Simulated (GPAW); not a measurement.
## Tb in GPAW: convergence with k mesh

Input of the first run (k mesh 2 × 2 × 2); the others differ in this setting and in those tied to it:

The input run.py:

```python
from ase.dft.bandgap import bandgap
from ase.io import read, write
from ase.units import GPa
from gpaw import GPAW, PW

atoms = read('Tb.xyz')
atoms.set_initial_magnetic_moments([6.0])

calc = GPAW(mode=PW(800),
            xc='PBE',
            kpts={'size': (2, 2, 2), 'gamma': True},
            occupations={'name': 'fermi-dirac', 'width': 0.05},
            nbands=21,
            convergence={'density': 1e-05, 'energy': 1e-05},
            maxiter=100,
            txt='gpaw.txt')
atoms.calc = calc
energy = atoms.get_potential_energy()
forces = atoms.get_forces()
stress = atoms.get_stress()
calc.write('gs.gpw')
write('result.traj', atoms)
print(f'Energy: {energy:.6f} eV')
print('Forces (eV/A):')
print(forces.round(4))
print('Stress (GPa):', (stress / GPa).round(3))
print('Moments:', calc.get_magnetic_moments().round(3))
print('Fermi level:', round(calc.get_fermi_level(), 4), 'eV')
print(f'Gap: {bandgap(calc)[0]:.4f} eV, direct: {bandgap(calc, direct=True)[0]:.4f} eV')
```

File Tb.xyz:

```xyz
1
Lattice="-2.0100000000 2.0100000000 2.0100000000 2.0100000000 -2.0100000000 2.0100000000 2.0100000000 2.0100000000 -2.0100000000" Properties=species:S:1:pos:R:3 pbc="T T T"
Tb     0.0000000000      0.0000000000      0.0000000000
```

Potentials or basis: GPAW PAW data sets (gpaw-data 1.2.1), pw.

Launch:

```sh
$ OMP_NUM_THREADS=1 python run.py
```

This isn't the form of Tb at room conditions, which is hcp.

Hardware: 1 thread of Arm Neoverse V1, on a shared host.

```csv
k mesh,"energy less the tightest run, at zero smearing (meV/atom)",pressure (GPa),largest site moment (μB),SCF cycles,CPU time (s),peak memory (GiB)
2 × 2 × 2,-1071.53,-15.37,5.89,21,18,0.18
3 × 3 × 3,72.95,0.30,5.87,17,17,0.18
4 × 4 × 4,3.00,0.79,5.80,17,26,0.18
5 × 5 × 5,7.37,0.32,5.74,17,30,0.18
6 × 6 × 6,-2.67,-0.07,5.69,18,49,0.19
7 × 7 × 7,-4.74,-0.08,5.71,16,51,0.2
8 × 8 × 8,2.44,0.12,5.73,16,69,0.21
10 × 10 × 10,0.16,0.03,5.72,17,110,0.24
12 × 12 × 12,0.00,0.01,5.72,16,160,0.28
```

Against the tightest run, the energy stays within 1 meV/atom from 10 × 10 × 10 on; the pressure stays within 0.1 GPa from 10 × 10 × 10 on; the largest site moment stays within 0.02 μB from 7 × 7 × 7 on. Meshes of other sizes hit other points, so gaps and Fermi surfaces needn't settle smoothly. The tightest run that finished is the yardstick and may itself not be fully converged.

Caveat, for the tightest run too: one-centre terms of the f shell are cut off; the magnetic or orbital state may not be the lowest; spin-orbit coupling is left out, which moves the levels of the heavy elements. The state reached can hang on the start; a lower one may exist.
